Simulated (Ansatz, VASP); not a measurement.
# GaAs: VASP beside Ansatz

```
CELL_PARAMETERS angstrom
0.00000 2.82914 2.82914
2.82914 0.00000 2.82914
2.82914 2.82914 0.00000
ATOMIC_POSITIONS crystal
Ga 0.00000 0.00000 0.00000
As 0.75000 0.75000 0.75000
```

Alike in both runs: task single point; functional PBEsol; k mesh 12 × 12 × 12; occupations gaussian, width 0.02 eV; no spin polarisation.

|  | VASP | Ansatz |
| --- | --- | --- |
| version | VASP 6.6.1 | Ansatz 0.2.0 |
| potentials or method | VASP PAW PBE potentials, release 64 (Ga_d, As) | scalar-relativistic, plane waves, PAW |
| plane-wave cutoff (eV) | 520 | 420 |
| valence electrons in the cell | 18 | 28 |

VASP gave:

```
gap on the k mesh at the Fermi level (eV) : 0.44
least direct gap on the mesh (eV)         : 0.44
pressure (GPa)                            : 0.2
```

Q: What did Ansatz give for the same quantities?

A: gap on the k mesh at the Fermi level (eV): 0.42; least direct gap on the mesh (eV): 0.42; pressure (GPa): 0.0.

The two sets of potentials don't hold the same shells in valence.

Caveats: the PAW data sets were made with another functional, which shifts forces and pressure a little (VASP). A k mesh can miss the band edges. Expect the measured gap to be larger: semilocal functionals such as PBEsol lack the derivative discontinuity.
